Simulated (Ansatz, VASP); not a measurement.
# B27P26 (V_P) in two plane-wave programs

Wanted: the spread between two codes on one cell, functional and k mesh. The cell is taken from a series of runs on this material, whose earlier steps may have relaxed, scaled, displaced or heated it; both programs get it as it stands.

Program: Ansatz 0.2.0. Level of theory: plane waves, with VASP 6.6.1 beside it; single point at PBEsol. Results are calculated unless marked as measured.

## Step 1: Set-up

The cell holds 53 atoms: 27 B and 26 P. Its edges and angles: a = 9.623 Å, b = 9.623 Å, c = 9.623 Å, α = 60.0°, β = 60.0°, γ = 60.0°. It derives from BP (BP (F-43m)). Nearest the centre at fractional (0.250, 0.583, 0.583): B18 at 2.23 Å, B9 at 2.24 Å, B17 at 2.24 Å, B15 at 2.25 Å, P49 at 3.20 Å, P52 at 3.20 Å, P50 at 3.21 Å, P31 at 3.21 Å. The cell carries charge +3.

As a file:

```xyz
53
Lattice="0.0000 6.8046 6.8046 6.8046 0.0000 6.8046 6.8046 6.8046 0.0000" Properties=species:S:1:pos:R:3 pbc="T T T"
B    13.6008    6.8044    6.8016
B     9.0614    9.0643   13.6046
B    11.3427    4.5409    6.8022
B     9.0615   13.6074    9.0614
B     4.5280    2.2693    2.2666
B     6.8003    4.5416    2.2591
B     4.5384    6.8048   11.3426
B     6.8005    2.2618    4.5390
B     9.2285   11.1854   11.1827
B    13.5900    9.0740    9.0712
B     9.0636    4.5406    9.0815
B    11.3340    6.8180    9.0725
B     2.2590    2.2796    4.5383
B     4.5206    4.5417    4.5391
B     6.6395    6.9699    4.3780
B    11.3338    9.0755    6.8157
B     6.6393    4.3808    6.9672
B     9.2190    6.9606    6.9576
B    13.6001   11.3418   11.3389
B     9.0631    6.8043   11.3394
B    11.3325    9.0739   11.3289
B     9.0629   11.3420    6.8018
B     4.5183    6.8028    6.8000
B     6.7995    9.0842    6.8021
B    11.3326   11.3316    9.0712
B     6.7996    6.8048    9.0815
B     9.0768    9.0752    9.0727
P     3.4005    3.4106    3.4083
P     5.6668    5.6534    3.4055
P     7.9605    7.9473    3.4051
P     5.6667    3.4083    5.6506
P    10.2029    7.9440    5.6515
P     7.9602    3.4078    7.9448
P    10.2026    5.6543    7.9413
P    12.4735    7.9422    7.9394
P     3.3949    5.6796    5.6768
P     5.6665    7.9475    5.6990
P     7.9367   10.2190    5.6752
P     5.6665    5.7019    7.9445
P     7.9130    7.9444    7.9417
P    10.2010   10.2152    7.9397
P     7.9367    5.6779   10.2162
P    10.2009    7.9421   10.2123
P    12.4740   10.2155   10.2128
P     3.4012    7.9473    7.9443
P     5.6693   10.2151    7.9437
P     7.9381   12.4838    7.9382
P     5.6693    7.9466   10.2126
P     7.9120   10.2129   10.2103
P    10.2062   12.5061   10.2095
P     7.9380    7.9411   12.4814
P    10.2060   10.2123   12.5037
P    12.4774   12.4824   12.4799
```

## Step 2: Ansatz: single point, PBEsol, pair 1

Ansatz runs on its PAW soft_1 files.

A single point gives forces, pressure and levels at one fixed geometry, so differences don't come from the geometry; what else differs is listed under the comparison.

File input.yaml:

```yaml
crystal:
  checkpoint: "../qp3_M2.relax.run"
  host: checkpoint
total_charge: 3
basis:
  ecutwfc: 420
  xc_grid: 2
hamiltonian:
  xc: pbesol
  pseudopotentials: { kind: paw, azcp: { folder: soft_1 }, xc_functional: pbe }
kpoints:
  mp_grid: { grid: [2, 2, 2], shift: [0.5, 0.5, 0.5] }
magnetization:
  spin_polarized: true
  initial_magnetization: 2
  spin_locking: { lock_magnetization: hard }
scf:
  occupations: { method: fermi_dirac, width: 0.01 }
  max_iter: 60
output:
  forces: true
  eigenvalues: true
  charged_corrections:
    epsilon: 9.31
    static_epsilon: 9.42
    defect_position: [0.25, 0.583333, 0.583333]
checkpoint:
  write: "../qp3_M2.pbesol.run"
  compress: false
  write_wavefunctions: false
  write_every: 100000
```

Command:

```
> ansatz run input.yaml --threads 4 --pin off --max-ram 7536MiB --backend cpu --events-out ev --progress --plain --runs-dir out
```

Numbers of over 12 decimals in the logs are rounded to 6 here.

Log:

```text
crystal.checkpoint: the structure is that of <dir>, a `relax` run, at its step 6: its result, under r2scan at a charge of 3 e; 53 atoms read, 0 with a starting moment; this deck's functional is pbesol; no density is read with it (checkpoint.read); crystal.structure_sha256 for this input is
Engine: ansatz 0.2.0, x86_64-unknown-linux-gnu
Pseudopotentials: kind: paw
Pseudopotential: B, paw, valence charge 3, recommended cutoff 420 eV (normal), soft_1/B.paw.azcp
Pseudopotential: P, paw, valence charge 5, recommended cutoff 420 eV (normal), soft_1/P.paw.azcp
Functional definition: PBEsol
  exchange = pbesol_x
  correlation = pbesol_c
Crystal: 53 atoms, lattice volume = 630.129 Å³
Basis set: ecut = 420 eV, 12339 PW (Γ), exchange–correlation on 144×144×144 points (8 copies of the dense FFT grid, shifted against one another)
Bands: 158, of which v1, the nominal top of the filled ones, is band 104 counted from 1 (103 counted from 0)
Symmetry: 1 space group operations
Space group: P1 (ITA 1), of the structure as read, at distance tolerance 8.6e-5 Å
Magnetic group: BNS 1.1 (UNI 1), of the structure as read, at distance tolerance 8.6e-5 Å
k-points: 4 of 8 (time reversal used)
Non-local potential: B, projectors of the file, l = 0: 2, l = 1: 2, l = 2: 1
Non-local potential: P, projectors of the file, l = 0: 2, l = 1: 2, l = 2: 1
PAW form: soft (Blöchl's): semilocal exchange-correlation on the pseudo side does not see the compensation charge
PAW frozen core: B, regenerated for the run's functional, and the local potential with it (the file was generated under x = pbe(κ = 0.804, μ = 0.219515), c = pbe(β = 0.066725))
PAW frozen core: P, regenerated for the run's functional, and the local potential with it (the file was generated under x = pbe(κ = 0.804, μ = 0.219515), c = pbe(β = 0.066725))
PAW one-centre angular grid: B, 110 points (default); XC on 64 Gauss nodes
PAW one-centre angular grid: P, 110 points (default); XC on 64 Gauss nodes
Initial density: superposition of atomic densities (chi_scale 0.1, normalization cell)
Starting moments: Σ|m| = 2 μB on 53 of 53 sites
Initial wavefunctions: pseudopotential atomic-orbital guess
Functional: x = pbesol(κ = 0.804, μ = 0.123457), c = pbesol(β = 0.046)
SCF iter   1: F=—  HF=-23425.126134 eV  |F-HF|=—  |Δ(HF+E_count)|=         —  Δρ=4.39e-2 (↑4.39e-2 ↓4.34e-2)  dr2=5.37e1  dr2_m=3.01e-2  M=2.000 μB ∫|m|=2.000 μB  β_m=0.30  ethr=3.10e-3  ⟨swp⟩=7.0  Hψ=6445  notcnv=0  defer=151
preconditioner: auto → Resta (q_TF=auto, 2.268 Å⁻¹)  ε∞=4.9  [insulator: Δε(μ)=0.324 eV  Ē_g=10.741 eV  σ=0.010 eV  W_gap=0.67  n_scr=136 (ndim 8)  ℏωp=21.3 eV  f_vac=0.000  D(μ)=16.67/eV (n_scr^D=112)  ε∞_Penn≈4.9]
spin=Collinear: Resta preconditioning applied to the charge; magnetization (m = ρ↑ − ρ↓) channel mixes plain (no charge-response kernel on spin).
SCF iter   2: F=—  HF=-23415.071122 eV  |F-HF|=—  |Δ(HF+E_count)|=    1.01e1  Δρ=2.95e-2 (↑2.95e-2 ↓2.93e-2)  dr2=2.33e1  dr2_m=1.61e-2  M=2.000 μB ∫|m|=2.001 μB  β_m=0.58  ethr=3.10e-3  ⟨swp⟩=2.0  Hψ=2102  notcnv=0  defer=388
SCF iter   3: F=—  HF=-23407.379763 eV  |F-HF|=—  |Δ(HF+E_count)|=    7.69e0  Δρ=4.32e-3 (↑4.32e-3 ↓4.11e-3)  dr2=5.17e-1  dr2_m=1.03e-3  M=2.000 μB ∫|m|=2.018 μB  β_m=0.72  ethr=3.10e-3  ⟨swp⟩=3.0  Hψ=1794  notcnv=0  defer=388
SCF iter   4: F=—  HF=-23407.288739 eV  |F-HF|=—  |Δ(HF+E_count)|=   9.10e-2  Δρ=9.22e-4 (↑9.20e-4 ↓9.22e-4)  dr2=2.97e-2  dr2_m=3.54e-5  M=2.000 μB ∫|m|=2.029 μB  β_m=0.82  ethr=2.48e-4  ⟨swp⟩=3.0  Hψ=2329  notcnv=0  defer=391
SCF iter   5: F=—  HF=-23407.294886 eV  |F-HF|=—  |Δ(HF+E_count)|=   6.15e-3  Δρ=3.28e-4 (↑3.28e-4 ↓3.28e-4)  dr2=3.25e-3  dr2_m=1.83e-6  M=2.000 μB ∫|m|=2.031 μB  β_m=0.87  ethr=1.43e-5  ⟨swp⟩=3.1  Hψ=1460  notcnv=0  defer=391
SCF iter   6: F=—  HF=-23407.296165 eV  |F-HF|=—  |Δ(HF+E_count)|=   1.28e-3  Δρ=7.63e-5 (↑7.60e-5 ↓7.63e-5)  dr2=1.29e-4  dr2_m=1.49e-7  M=2.000 μB ∫|m|=2.032 μB  β_m=0.90  ethr=1.56e-6  ⟨swp⟩=2.0  Hψ=1477  notcnv=0  defer=391
SCF iter   7: F=—  HF=-23407.296252 eV  |F-HF|=—  |Δ(HF+E_count)|=   8.66e-5  Δρ=1.78e-5 (↑1.76e-5 ↓1.78e-5)  dr2=1.03e-5  dr2_m=1.98e-8  M=2.000 μB ∫|m|=2.032 μB  β_m=0.95  ethr=6.21e-8  ⟨swp⟩=2.0  Hψ=1655  notcnv=0  defer=391
SCF iter   8: F=—  HF=-23407.296549 eV  |F-HF|=—  |Δ(HF+E_count)|=   2.97e-4  Δρ=4.32e-6 (↑4.03e-6 ↓4.32e-6)  dr2=1.14e-6  dr2_m=1.70e-9  M=2.000 μB ∫|m|=2.032 μB  β_m=0.98  ethr=4.94e-9  ⟨swp⟩=2.0  Hψ=1492  notcnv=0  defer=391
SCF iter   9: F=—  HF=-23407.296550 eV  |F-HF|=—  |Δ(HF+E_count)|=   2.83e-7  Δρ=1.56e-6 (↑1.38e-6 ↓1.56e-6)  dr2=1.50e-7  dr2_m=2.69e-10  M=2.000 μB ∫|m|=2.032 μB  β_m=0.96  ethr=5.48e-10  ⟨swp⟩=2.0  Hψ=1452  notcnv=0  defer=391
[...]
atom  12  B      0.00817349     0.00272394     0.00228327
  atom  13  P      0.02912033    -0.02070280     0.01501534
  atom  14  B     -0.00188822     0.00195948     0.00230458
  atom  15  P      0.01194803    -0.04399906     0.01204308
  atom  16  B     -0.00791335     0.01654530     0.01696881
  atom  17  P      0.00131143    -0.00561690    -0.00212791
  atom  18  B      0.01111851     0.00219652     0.00544984
  atom  19  P     -0.00590809    -0.01036159    -0.00494026
  atom  20  B      0.00155105     0.00405486     0.00937902
  atom  21  P     -0.02093252     0.01452902     0.02842452
  atom  22  B     -0.00316928     0.00460859    -0.00039456
  atom  23  P     -0.00880044    -0.00375217    -0.00545677
  atom  24  B      0.00229490     0.00921563    -0.00040864
  atom  25  P     -0.02244164     0.02617581     0.01828821
  atom  26  B     -0.00244670     0.00449486     0.00088319
  atom  27  P     -0.04395526     0.00781406     0.00622121
  atom  28  B      0.01566292    -0.00841059     0.01666748
  atom  29  P     -0.00999423    -0.00289190    -0.00542221
  atom  30  B      0.00068180    -0.00401827    -0.00250724
  atom  31  P     -0.00821046    -0.00543640    -0.00175302
  atom  32  B      0.01745081     0.01588701    -0.00867827
  atom  33  P     -0.00364010    -0.00376594    -0.00092344
  atom  34  B      0.00482838     0.00479823     0.00785425
  atom  35  P     -0.00204225    -0.00241763    -0.00222458
[...]
atom  46  B      0.00250475     0.00918385     0.00376497
  atom  47  P      0.01427197     0.03206541    -0.01916590
  atom  48  B      0.00758728     0.01145311     0.00329510
  atom  49  P     -0.00287636    -0.01196242    -0.00809648
  atom  50  B      0.00226825     0.00483007     0.00932405
  atom  51  P      0.01664922    -0.01948694     0.02506247
  atom  52  B      0.00417852     0.00263873     0.00030564
  atom  53  P      0.00080327    -0.00285936    -0.00655450
  max |Σ_I F_I| component: 5.99e-6 eV/Å
--- Charged-cell corrections in eV (Makov–Payne, q = +3.000 e, ε = 9.310 of the electrons, 9.420 with the ions) ---
  F (periodic)     = -23407.296550  (uncorrected; the corrections below are reported, never added to it)
  E_corr1          = +2.344829  (monopole, q²α_M/2εL)
  F Makov-Payne    = n/a  (the rows are of the electrons' constant alone; ansatz place-levels tells what screens the charge)
  no potential alignment in this run, which stands beside a crystal: run the host's input off ansatz write-host-input, and read the two finished runs by ansatz place-levels (neither reads a slab, a wire or a sheet, whose cell leaves a vacuum)
--- Band table (eV; the first three rows and the last of 8) ---
  k-point 0 ↑: bands = [... 100 lower, 7.6015, 7.6100, 7.6531, 8.3657, 8.3660, 9.7381, 10.1333, 10.1336, ... 50 higher]
  k-point 1 ↑: bands = [... 100 lower, 7.4261, 7.5769, 7.8226, 8.1275, 8.3254, 9.2771, 9.9897, 10.1303, ... 50 higher]
  k-point 2 ↑: bands = [... 100 lower, 7.4264, 7.5770, 7.8225, 8.1277, 8.3254, 9.2770, 9.9896, 10.1304, ... 50 higher]
  k-point 3 ↓: bands = [... 100 lower, 7.4708, 7.6394, 7.8672, 8.2008, 8.6224, 9.5343, 10.2591, 10.3806, ... 50 higher]
```

In the SCF lines HF is the Harris–Foulkes energy and dr2 the Hartree energy of the density residual, in eV; the loop may stop once dr2 is under the threshold and the program's other checks hold. Hψ counts applications of the Hamiltonian.

## Step 3: VASP: single point, PBEsol, pair 1

The same cell, functional, mesh and smearing now go to VASP, with its own data sets.

Lines of VASP's logs that name or quote its potential files are left out, and so is its time.

File INCAR:

```
SYSTEM = B27P26
PREC = Accurate
ENCUT = 420
EDIFF = 1E-06
NELM = 200
ISMEAR = -1
SIGMA = 0.01
LREAL = Auto
ALGO = Normal
GGA = PS
NELECT = 208
NBANDS = 144
ISPIN = 2
MAGMOM = 0.02 0.02 0.02 0.02 0.03 0.02 0.02 0.02 0.06 0.02 0.02 0.02 0.02 0.02 0.06 0.02 0.06 0.07 0.02 0.02 0.02 0.02 0.02 0.02 0.02 0.02 0.02 0.01 0.01 0.01 0.01 0.01 0.01 0.01 0.01 0.02 0.01 0.02 0.01 0.01 0.01 0.02 0.01 0.01 0.01 0.01 0.02 0.01 0.01 0.01 0.02 0.01 0.02
LORBIT = 11
LWAVE = .FALSE.
LCHARG = .FALSE.
ISIF = 2
ISYM = 0
NUPDOWN = 2
LASPH = .TRUE.
GGA_COMPAT = .FALSE.
KPAR = 4
```

File POSCAR:

```
B27P26
1.0
    0.0000000000      6.8045562257      6.8045562257
    6.8045562257      0.0000000000      6.8045562257
    6.8045562257      6.8045562257      0.0000000000
B P
27 26
Direct
    0.0003829122      0.9991785098      0.9995939762
    0.9998829342      0.9994513394      0.3322122020
    0.0000270764      0.9996257088      0.6673027069
    0.9998672027      0.3317952275      0.9998854353
    0.0005856413      0.3325214640      0.3329150445
    0.0000263721      0.3319671961      0.6674082110
    0.9999939808      0.6669196325      0.0000407207
    0.0000259682      0.6670301202      0.3323708946
    0.9654942065      0.6779155114      0.6783140276
    0.3347088754      0.9983933344      0.9988035589
    0.3349655911      0.9996606485      0.3323273001
    0.3348090962      0.9984817883      0.6671678833
    0.3349914486      0.3319622649      0.0000139395
    0.3350868204      0.3319836012      0.3323591425
    0.3459691892      0.2974256373      0.6783227148
    0.3348824259      0.6667574748      0.9988551836
    0.3459946256      0.6779014934      0.2978124968
    0.3452957466      0.6771954570      0.6776353729
    0.6672420688      0.9991231812      0.9995496454
    0.6672398983      0.9992001608      0.3327184410
    0.6664902103      0.9984116267      0.6670133561
    0.6672647958      0.3323242295      0.9995616158
    0.6675339859      0.3317951660      0.3322096407
    0.6676978529      0.3319356176      0.6673262133
    0.6664827041      0.6666279272      0.9988084816
    0.6676982738      0.6669252236      0.3323403989
    0.6665433521      0.6667805608      0.6671525289
    0.2511863484      0.2496988804      0.2500428127
    0.2492481267      0.2512246764      0.5815748218
    0.2492352546      0.2511723628      0.9187051411
    0.2492561540      0.5811603039      0.2516247995
    0.2492910941      0.5812525391      0.9181668806
    0.2492705352      0.9182970546      0.2515418885
    0.2493244976      0.9177374598      0.5816372812
    0.2504258873      0.9163445381      0.9167696270
    0.5850107355      0.2492489796      0.2496681006
    0.5863647478      0.2511556901      0.5815995803
    0.5847210912      0.2493037322      0.9170731540
    0.5863676666      0.5811653399      0.2515922987
    0.5858615086      0.5812494106      0.5816510355
    0.5844478393      0.5823683480      0.9167758309
    0.5847084780      0.9166680908      0.2497146695
    0.5844249678      0.9163793947      0.5827468727
    0.5844763184      0.9163966920      0.9167900005
    0.9177958634      0.2496970723      0.2501387668
    0.9177289545      0.2496759331      0.5834910928
    0.9173180160      0.2492867618      0.9173006744
    0.9177541361      0.5830891641      0.2500748095
    0.9193228245      0.5811817885      0.5815673796
    0.9191974519      0.5811931989      0.9187105477
    0.9173621932      0.9169042311      0.2496640313
    0.9192466240      0.9183077875      0.5815636099
    0.9173883711      0.9166558696      0.9170251863
```

File KPOINTS:

```
Points of the shifted mesh
8
Reciprocal
 0.2500000000  0.2500000000  0.2500000000 1
 0.2500000000  0.2500000000  0.7500000000 1
 0.2500000000  0.7500000000  0.2500000000 1
 0.2500000000  0.7500000000  0.7500000000 1
 0.7500000000  0.2500000000  0.2500000000 1
 0.7500000000  0.2500000000  0.7500000000 1
 0.7500000000  0.7500000000  0.2500000000 1
 0.7500000000  0.7500000000  0.7500000000 1
```

The projector-augmented-wave data sets are B and P (PBE family, release 64).

Command:

```
> mpirun -np 8 vasp_std
```

Log:

```text
[banner, memory and clock lines left out]
running    8 mpi-ranks, on    1 nodes
[...]
|                                                                             |
|           W    W    AA    RRRRR   N    N  II  N    N   GGGG   !!!           |
|           W    W   A  A   R    R  NN   N  II  NN   N  G    G  !!!           |
|           W    W  A    A  R    R  N N  N  II  N N  N  G       !!!           |
|           W WW W  AAAAAA  RRRRR   N  N N  II  N  N N  G  GGG   !            |
|           WW  WW  A    A  R   R   N   NN  II  N   NN  G    G                |
|           W    W  A    A  R    R  N    N  II  N    N   GGGG   !!!           |
|                                                                             |
|     For optimal performance we recommend to set                             |
|       NCORE = 2 up to number-of-cores-per-socket                            |
|     NCORE specifies how many cores store one orbital (NPAR=cpu/NCORE).      |
|     This setting can greatly improve the performance of VASP for DFT.       |
[...]
DAV:   5    -0.394812733352E+03   -0.36191E-01   -0.36098E-01  5704   0.126E+00BRMIX: very serious problems
 the old and the new charge density differ
 old charge density:   211.00000 new  208.00000
BRMIX: very serious problems
 the old and the new charge density differ
 old charge density:   211.00000 new  208.00000
BRMIX: very serious problems
 the old and the new charge density differ
 old charge density:   211.00000 new  208.00000
BRMIX: very serious problems
 the old and the new charge density differ
 old charge density:   211.00000 new  208.00000
    0.359E+01
DAV:   6    -0.381212248490E+03    0.13600E+02   -0.24322E+01  5168   0.899E+00    0.195E+01
DAV:   7    -0.378689158140E+03    0.25231E+01   -0.80270E+00  5840   0.519E+00    0.478E+00
DAV:   8    -0.378542891720E+03    0.14627E+00   -0.64997E-01  5456   0.185E+00    0.167E+00
DAV:   9    -0.378547879667E+03   -0.49879E-02   -0.71711E-02  5640   0.615E-01    0.726E-01
[...]
DAV:  14    -0.378549502852E+03   -0.32699E-05   -0.79317E-06  5584   0.754E-03    0.147E-02
DAV:  15    -0.378549504408E+03   -0.15563E-05   -0.58340E-06  5296   0.535E-03    0.706E-03
DAV:  16    -0.378549504673E+03   -0.26518E-06   -0.39375E-07  3072   0.162E-03
   1 F= -.37854950E+03 E0= -.37854950E+03  d E =-.255553E-06  mag=     2.0000
```

OUTCAR, selected parts (step 3):

```text
  FREE ENERGIE OF THE ION-ELECTRON SYSTEM (eV)
  ---------------------------------------------------
  free  energy   TOTEN  =      -378.5495046734 eV

  energy  without entropy=     -378.5495044179  energy(sigma->0) =     -378.54950455

 magnetization (x)
# of ion       s       p       d       tot
------------------------------------------
    1        0.001   0.019   0.000   0.020
    2        0.001   0.018   0.000   0.019
    3        0.001   0.021   0.000   0.023
    4        0.001   0.018   0.000   0.019
    5        0.002   0.028   0.000   0.030
    6        0.001   0.022   0.000   0.023
    7        0.001   0.021   0.000   0.023
    8        0.001   0.022   0.000   0.023
    9        0.008   0.060   0.000   0.068
   10        0.002   0.015   0.000   0.017
   11        0.001   0.021   0.000   0.023
   12        0.003   0.015   0.000   0.018
   13        0.001   0.021   0.000   0.023
[...]
--------------------------------------------------
tot          0.067   1.045   0.000   1.111

[... 1 further part left out ...]
```

The run ends at a pressure of -9.30 GPa, with forces up to 0.046 eV/Å.

## Step 4: Side by side

Known differences besides the potentials themselves: VASP starts from the moments at which Ansatz ended; Ansatz makes its cores anew for this functional, VASP keeps those of its PBE data sets; site moments are counted in spheres of each program's own size. Total energies have different zeros and are not compared.

The two programs side by side:

| quantity | Ansatz | VASP | difference |
| --- | --- | --- | --- |
| total moment, fixed by the input (μB) | 2.00 | 2.00 | 0.00 |
| moment on B18 (μB) | 0.07 | 0.08 | -0.01 |
| moment on B15 (μB) | 0.06 | 0.07 | -0.01 |
| moment on B17 (μB) | 0.06 | 0.07 | -0.01 |
| moment on B9 (μB) | 0.06 | 0.07 | -0.01 |

At this near-relaxed geometry the largest component of a force difference is 4 meV/Å. The cell carries a charge of +3 e against a uniform background, so its pressure also hangs on how the neutralising background is counted, and in a defect's cell a gap may be the spacing between its levels.

(Continued in part 2 of 2.)

[Lines on the potential files, build, host, timing and source positions are cut from VASP's logs without a mark.]

[Logs are printed without paths, hosts, clocks, repeated set-up lines and the standing remarks that a program may print on its own settings, such as how far it seeks lower states.]

[Hosts, paths, dates, database ids (printed as entryN), source tags and the programs' standing remarks are cut or masked in the printed files.]
